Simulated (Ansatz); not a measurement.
## SrF2: pressure series

Take SrF2 in the fluorite structure (space group Fm-3m, No. 225; a = 5.857 Å) as the base.

Cell and atoms are relaxed at each pressure.

The values are results of Ansatz (a program for electronic structure) PBE, spin-orbit coupling left out, not measurements.

```json
[
 {"P (GPa)": "-1.99", "V (Å³/atom)": "17.311"},
 {"P (GPa)": "-0.99", "V (Å³/atom)": "17.013"},
 {"P (GPa)": "0.30", "V (Å³/atom)": "16.668"},
 {"P (GPa)": "0.70", "V (Å³/atom)": "16.569"},
 {"P (GPa)": "1.49", "V (Å³/atom)": "16.381"},
 {"P (GPa)": "2.99", "V (Å³/atom)": "16.056"},
 {"P (GPa)": "4.99", "V (Å³/atom)": "15.670"},
 {"P (GPa)": "9.99", "V (Å³/atom)": "14.883"}
]
```

A third-order Birch–Murnaghan fit to these points gives V₀ = 16.74 Å³/atom, B₀ = 65 GPa and B₀′ = 4.6. At pressure 10 GPa the volume is 88.9 % of V₀.

Between the base and pressure 5 GPa the gap moves from 6.78 eV to 7.15 eV, a mean slope of 74 meV/GPa.

Load acts through the strain it causes; cell and atoms are relaxed under it. Stability against distortions was not tested. Competing high-pressure phases were not computed.
